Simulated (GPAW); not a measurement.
Zn:

```xyz
1
Lattice="-1.5690 1.5690 1.5690 1.5690 -1.5690 1.5690 1.5690 1.5690 -1.5690" Properties=species:S:1:pos:R:3 pbc="T T T"
Zn    0.0000    0.0000    0.0000
```

This isn't the form of Zn at room conditions, which is hcp.

* Program: GPAW 26.7.0
* Task: single point
* Functional: PBE
* Potentials or basis: GPAW PAW data sets (gpaw-data 1.2.1)
* Cutoff: 600 eV
* Basis: pw
* k mesh: 12 × 12 × 12
* Occupations: fermi-dirac, width 0.05 eV
* Spin: no spin polarisation

On this cell: pressure -0.7 GPa; band gap on the k mesh none (metal or under the smearing width).

The same run follows on a disturbed copy (cell strained at random at fixed volume):

```
Zn
1.0
    -1.52714    1.56173    1.52690
     1.48647   -1.65878    1.58329
     1.56585    1.69749   -1.62395
Zn
1
Direct
  0.01976 0.99531 0.01093
```

Problem. What does the disturbed cell give?

Solution. The energy (extrapolated to zero smearing) moves by -7.5 meV/atom; pressure -0.5 GPa; band gap on the k mesh none (metal or under the smearing width).

Stress tensor (GPa, compression positive):
```
-1.61  0.55  0.25
 0.55  0.21 -1.19
 0.25 -1.19  0.04
```

The energy falls, though the first cell shows no forces: that form is unstable against this distortion, unless noise or another electronic state is at work.
